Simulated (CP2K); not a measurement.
# Si2Mo (I4/mmm) in CP2K: reference runs

Reference runs on Si2Mo: the cell as given.

All numbers are computed with CP2K 2026.2; they aren't measurements. Logs are shortened: lines on timing, memory, paths and dates and some standing lists are left out, and cuts for length are marked.

## 1. Starting point

It takes space group I4/mmm (No. 139, tetragonal). Conventional cell: a = 3.200 Å, b = 3.200 Å, c = 7.861 Å, α = 90.00°, β = 90.00°, γ = 90.00°. Around Mo (site symmetry 4/mmm) lie 10 Si at 2.62 Å. Si (site symmetry 4mm) has 5 Si at 2.61 to 2.63 Å and 5 Mo at 2.62 Å as nearest neighbours.

## 2. Single point, PBEsol

si2mo_scf.inp

```
&GLOBAL
  PROJECT si2mo_scf
  RUN_TYPE ENERGY_FORCE
  PRINT_LEVEL LOW
&END GLOBAL
&FORCE_EVAL
  METHOD QS
  STRESS_TENSOR ANALYTICAL
  &DFT
    BASIS_SET_FILE_NAME BASIS_MOLOPT_UZH
    POTENTIAL_FILE_NAME POTENTIAL_UZH
    &MGRID
      CUTOFF 450
      REL_CUTOFF 60
      NGRIDS 4
    &END MGRID
    &QS
      METHOD GPW
      EPS_DEFAULT 1.0E-10
    &END QS
    &KPOINTS
      SCHEME MONKHORST-PACK 12 12 12
      GAMMA_CENTERED T
      SYMMETRY T
      SYMMETRY_BACKEND SPGLIB
    &END KPOINTS
    &SCF
      SCF_GUESS ATOMIC
      EPS_SCF 1.0E-6
      MAX_SCF 100
      ADDED_MOS 15
      CHOLESKY OFF
      EPS_EIGVAL 1.0E-7
      &DIAGONALIZATION ON
        ALGORITHM STANDARD
      &END DIAGONALIZATION
      &MIXING ON
        METHOD BROYDEN_MIXING
        ALPHA 0.4
        BETA 1.5
        NBUFFER 8
      &END MIXING
      &SMEAR ON
        METHOD FERMI_DIRAC
        ELECTRONIC_TEMPERATURE [K] 580.226
      &END SMEAR
    &END SCF
    &XC
      &XC_FUNCTIONAL
        &GGA_X_PBE_SOL
        &END GGA_X_PBE_SOL
        &GGA_C_PBE_SOL
        &END GGA_C_PBE_SOL
      &END XC_FUNCTIONAL
    &END XC
    &PRINT
      &KPOINTS ON
      &END KPOINTS
      &MULLIKEN ON
      &END MULLIKEN
      &MO ON
        ENERGIES T
        OCCUPATION_NUMBERS T
        &EACH
          QS_SCF 0
        &END EACH
        ADD_LAST NUMERIC
      &END MO
      &LOWDIN ON
      &END LOWDIN
      &HIRSHFELD ON
        SHAPE_FUNCTION DENSITY
      &END HIRSHFELD
    &END PRINT
  &END DFT
  &SUBSYS
    &CELL
      A 4.5352872291 0.0000000000 0.0000000000
      B 2.2774368476 3.9220035256 0.0000000000
      C -3.4063620383 -1.9610017628 2.2627416998
      PERIODIC XYZ
    &END CELL
    &COORD
      SCALED
      Mo  0.0000000000 0.0000000000 0.0000000000
      Si  0.6670000000 0.6670000000 0.0000000000
      Si  0.3330000000 0.3330000000 0.0000000000
    &END COORD
    &KIND Mo
      BASIS_SET TZVP-MOLOPT-PBE-GTH-q14
      POTENTIAL GTH-PBE-q14
    &END KIND
    &KIND Si
      BASIS_SET TZVP-MOLOPT-PBE-GTH-q4
      POTENTIAL GTH-PBE-q4
    &END KIND
    &PRINT
      &ATOMIC_COORDINATES ON
      &END ATOMIC_COORDINATES
      &CELL ON
      &END CELL
    &END PRINT
  &END SUBSYS
  &PRINT
    &FORCES ON
    &END FORCES
    &STRESS_TENSOR ON
    &END STRESS_TENSOR
  &END PRINT
&END FORCE_EVAL
```

Potentials or basis: POTENTIAL_UZH Mo GTH-PBE-q14, Si GTH-PBE-q4; TZVP-MOLOPT-PBE-GTH basis.

On the command line:

```console
> OMP_NUM_THREADS=1 cp2k.psmp -i si2mo_scf.inp -o si2mo_scf.out
```

si2mo_scf.out:

```text

 CP2K| version string:                                       CP2K version 2026.2
 CP2K| Input file name                                             si2mo_scf.inp

 GLOBAL| Force Environment number                                              1
 GLOBAL| Basis set file name                                    BASIS_MOLOPT_UZH
 GLOBAL| Potential file name                                       POTENTIAL_UZH
 GLOBAL| MM Potential file name                                     MM_POTENTIAL
 GLOBAL| Coordinate file name                                      __STD_INPUT__
 GLOBAL| Method name                                                        CP2K
 GLOBAL| Project name                                                  si2mo_scf
 GLOBAL| Run type                                                   ENERGY_FORCE
 GLOBAL| FFT library                                                       FFTW3
 GLOBAL| Diagonalization library                                       ScaLAPACK
 GLOBAL| Cholesky decomposition library                                ScaLAPACK
 GLOBAL| DGEMM library                                                      BLAS
 GLOBAL| Direct generalized diagonalization requested                          F
 GLOBAL| Matrix multiplication library                                 ScaLAPACK
 GLOBAL| Global print level                                                  LOW
 GLOBAL| Total number of message passing processes                             1
 GLOBAL| Number of threads for this process                                    1
 GLOBAL| CPU model name                                                  UNKNOWN

 CELL| Volume [angstrom^3]:                                            40.248320
 CELL| Vector a [angstrom]:       4.535     0.000     0.000   |a| =     4.535287
 CELL| Vector b [angstrom]:       2.277     3.922     0.000   |b| =     4.535287
 CELL| Vector c [angstrom]:      -3.406    -1.961     2.263   |c| =     4.535287
 CELL| Angle (b,c), alpha [degree]:                                   138.683989
 CELL| Angle (a,c), beta  [degree]:                                   138.683989
 CELL| Angle (a,b), gamma [degree]:                                    59.857036
 CELL| Numerically orthorhombic:                                              NO
 CELL| Periodicity                                                           XYZ

 CELL_REF| Volume [angstrom^3]:                                        40.248320
 CELL_REF| Vector a [angstrom     4.535     0.000     0.000   |a| =     4.535287
 CELL_REF| Vector b [angstrom     2.277     3.922     0.000   |b| =     4.535287
 CELL_REF| Vector c [angstrom    -3.406    -1.961     2.263   |c| =     4.535287
 CELL_REF| Angle (b,c), alpha [degree]:                               138.683989
 CELL_REF| Angle (a,c), beta  [degree]:                               138.683989
 CELL_REF| Angle (a,b), gamma [degree]:                                59.857036
 CELL_REF| Numerically orthorhombic:                                          NO
 CELL_REF| Periodicity                                                       XYZ
[... 9 lines left out ...]
 TOTAL NUMBERS AND MAXIMUM NUMBERS

  Total number of            - Atomic kinds:                                   2
                             - Atoms:                                          3
                             - Shell sets:                                     3
[... 246 lines left out ...]
 MO|      6               0.208357               5.669686               2.000000
[... 210 lines left out ...]
 MO|     25               1.173499              31.932518               0.000000
 MO|     26               1.242472              33.809376               0.000000
 MO| Sum:                                                              22.000005
 MO| E(Fermi):            0.499650 a.u.         13.596174 eV
 MO| Band gap:            0.105042 a.u.          2.858333 eV

 MO| EIGENVALUES AND OCCUPATION NUMBERS FOR K POINT 11
 MO|
 MO|  Index      Eigenvalue [a.u.]        Eigenvalue [eV]             Occupation
 MO|      1              -1.724098             -46.915102               2.000000
 MO|      2              -0.784828             -21.356259               2.000000
 MO|      3              -0.784108             -21.336660               2.000000
 MO|      4              -0.778885             -21.194540               2.000000
 MO|      5               0.164486               4.475885               2.000000
 MO|      6               0.233083               6.342513               2.000000
[... 114 lines left out ...]
 MO|     25               1.164974              31.700552               0.000000
 MO|     26               1.243018              33.824237               0.000000
 MO| Sum:                                                              22.000000
 MO| E(Fermi):            0.499650 a.u.         13.596174 eV

 [... the levels of further k-points ...]

 !-----------------------------------------------------------------------------!
                     Mulliken Population Analysis

 #  Atom  Element  Kind  Atomic population                           Net charge
       1     Mo       1         14.184322                             -0.184322
       2     Si       2          3.907840                              0.092160
       3     Si       2          3.907837                              0.092163
 # Total charge                             22.000000                 -0.000000

 !-----------------------------------------------------------------------------!

 !-----------------------------------------------------------------------------!
                           Hirshfeld Charges

  #Atom  Element  Kind  Ref Charge     Population                    Net charge
      1       Mo     1      14.000         13.884                         0.116
      2       Si     2       4.000          4.058                        -0.058
      3       Si     2       4.000          4.058                        -0.058

  Total Charge                                                            0.000
 !-----------------------------------------------------------------------------!

 LOWDIN POPULATION ANALYSIS

 #  Atom  Element  Kind  Atomic population                           Net charge
       1     Mo       1         15.507271                             -1.507271
       2     Si       2          3.246364                              0.753636
       3     Si       2          3.246364                              0.753636
 # Total charge                             22.000000                 -0.000000

 ENERGY| Total FORCE_EVAL ( QS ) energy [hartree]            -75.663716428620532

 FORCES| Atomic forces [hartree/bohr]
 FORCES|   Atom     x               y               z               |f|
 FORCES|      1  8.15757866E-09  1.28823789E-09  7.05814018E-10   8.28877674E-09
 FORCES|      2 -5.61231549E-03 -3.23112810E-03 -2.10202143E-09   6.47597668E-03
 FORCES|      3  5.61230776E-03  3.23112706E-03  1.42650953E-09   6.47596946E-03
 FORCES| Sum     4.27676892E-10  2.53405251E-10  3.03021137E-11
 FORCES| Total atomic force                                       4.98036106E-10

 STRESS| Analytical stress tensor [bar]
 STRESS|                        x                   y                   z
 STRESS|      x       -3.88464553399E+03  -2.43316687634E+03   2.33636965285E-02
 STRESS|      y       -2.43316687634E+03  -1.06086216851E+03   8.69014549070E-03
 STRESS|      z        2.33636965285E-02   8.69014549070E-03   3.44644555351E+02
 STRESS| 1/3 Trace                                            -1.53362104905E+03
 STRESS| Determinant                                          -6.20093983557E+08

 STRESS| Eigenvectors and eigenvalues of the analytical stress tensor [bar]
 STRESS|                        1                   2                   3
 STRESS| Eigenvalues  -5.28589074314E+03   3.40383036534E+02   3.44644559459E+02
 STRESS|      x           0.866571485193     -0.499052726234      0.000487327859
 STRESS|      y           0.499052964154      0.866571080538     -0.000837462988
 STRESS|      z          -0.000004366042      0.000968923958      0.999999530584
```

Run time: 3.6 min. Hardware: 1 thread of Arm Neoverse V2, shared host; peak memory 0.47 GiB.

Results:

| Quantity | Value |
| --- | --- |
| Free energy | -2058.9144 eV |
| Pressure | -0.2 GPa |
| Largest force | 0.333 eV/Å |
| Band gap on the k mesh | none (metal or under the smearing width) |
| Mulliken charges | Mo -0.18; Si +0.09 e |
| Hirshfeld charges | Mo +0.12; Si -0.06 e |

Forces on the atoms (eV/Å):
```
Mo   0.000  0.000  0.000
Si  -0.289 -0.166  0.000
Si   0.289  0.166  0.000
```

Levels at points of the mesh, in eV from the Fermi level:
```
           k point  band 8  band 9  band 10  band 11  band 12  band 13  band 14  band 15
(0.00, 0.00, 0.00)   -3.10   -2.69    -2.69     0.41     3.06     3.67     3.67     3.99
(0.00, 0.00, 0.50)   -5.30   -4.58    -3.13    -1.12     2.34     2.72     3.00     3.29
(0.00, 0.50, 0.00)   -4.50   -2.68    -2.55    -0.56     2.28     3.04     4.05     4.30
(0.50, 0.50, 0.50)   -2.38   -0.61    -0.61    -0.51    -0.51     0.56     4.60     5.09
```

Caveat: Mulliken charges move with the basis; the potentials were made for another functional, which shifts forces and pressure; the basis of atomic orbitals isn't converged, which shifts pressures, moduli and gaps.
